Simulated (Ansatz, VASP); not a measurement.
This is a calculation of ZnS (Wurtzite-4H) for Ansatz 0.2.0. 

File input.yaml:

```yaml
crystal:
  lattice:
    - [3.8227, 0.0, 0.0]
    - [-1.91135, 3.310555311, 0.0]
    - [0.0, 0.0, 12.52]
  atoms:
    - { symbol: Zn, position: [0.6666666667, 0.3333333333, 0.75] }
    - { symbol: Zn, position: [0.3333333333, 0.6666666667, 0.25] }
    - { symbol: Zn, position: [0.0, 0.0, 0.5] }
    - { symbol: Zn, position: [0.0, 0.0, 0.0] }
    - { symbol: S, position: [0.6666666667, 0.3333333333, 0.9375] }
    - { symbol: S, position: [0.3333333333, 0.6666666667, 0.4375] }
    - { symbol: S, position: [0.0, 0.0, 0.6875] }
    - { symbol: S, position: [0.0, 0.0, 0.1875] }
hamiltonian:
  xc: revpbe
  pseudopotentials: { kind: paw }
kpoints:
  mp_grid: { grid: [8, 8, 3] }
scf:
  occupations: { method: fermi_dirac, width: 0.05 }
output:
  forces: true
  stress: true
relax:
  f_tol: 0.01
  max_steps: 40
  cell: { stress_tol: 0.05 }
```

Potentials or basis: Ansatz PAW.

Run with:

```bash
$ ansatz run input.yaml --threads 4 --pin off --max-ram 11264MiB --backend cpu --events-out ev --progress --plain --runs-dir out
```

Translate it to VASP 6.6.1. Potentials or basis there: PBE PAW files S, Zn, 600 eV.

As run (cutoffs and basis follow the program's own potentials, and thresholds, step limits or extra output files can differ):

The input INCAR:

```
SYSTEM = ZnS
PREC = Accurate
ENCUT = 600
EDIFF = 1E-7
ISMEAR = -1
SIGMA = 0.05
LREAL = .False.
LASPH = .True.
NELM = 100
ALGO = Normal
ISIF = 3
LWAVE = .False.
LCHARG = .False.
GGA = RE
IBRION = 2
NSW = 60
EDIFFG = -0.01
```

The input KPOINTS:

```
Automatic mesh
0
Gamma
  8 8 3
  0 0 0
```

The input POSCAR:

```
ZnS
1.0
    3.8227000000      0.0000000000      0.0000000000
   -1.9113500000      3.3105553110      0.0000000000
    0.0000000000      0.0000000000     12.5200000000
Zn S
4 4
Direct
    0.6666666667      0.3333333333      0.7500000000
    0.3333333333      0.6666666667      0.2500000000
    0.0000000000      0.0000000000      0.5000000000
    0.0000000000      0.0000000000      0.0000000000
    0.6666666667      0.3333333333      0.9375000000
    0.3333333333      0.6666666667      0.4375000000
    0.0000000000      0.0000000000      0.6875000000
    0.0000000000      0.0000000000      0.1875000000
```

Potentials or basis: VASP PAW PBE potentials, release 64 (Zn, S).

The run is started by

```sh
$ cat potpaw_PBE.64/Zn/POTCAR potpaw_PBE.64/S/POTCAR > POTCAR
$ mpirun -np 1 vasp_std > vasp.out
```

Both were run:

|  | Ansatz | VASP |
| --- | --- | --- |
| Relaxed volume | 20.73 Å³/atom | 20.76 Å³/atom |
| Relaxed cell | a = 3.882 Å, b = 3.882 Å, c = 12.704 Å, α = 90.00°, β = 90.00°, γ = 120.00° | a = 3.884 Å, b = 3.884 Å, c = 12.710 Å, α = 90.00°, β = 90.00°, γ = 120.00° |
| Space group after relaxing | P6_3mc (No. 186) | P6_3mc (No. 186) |
| Pressure after relaxing | 0.0 GPa | 0.0 GPa |

Ansatz's pressure holds a Pulay term of +0.07 GPa for its cutoff of 420 eV, which the other run lacks.

Ansatz's potentials were made for PBE. VASP's potentials were made for PBE.

Where Ansatz's input types no cutoff or centring, it takes its own default and a Γ-centred mesh.

Pressure is positive in compression.
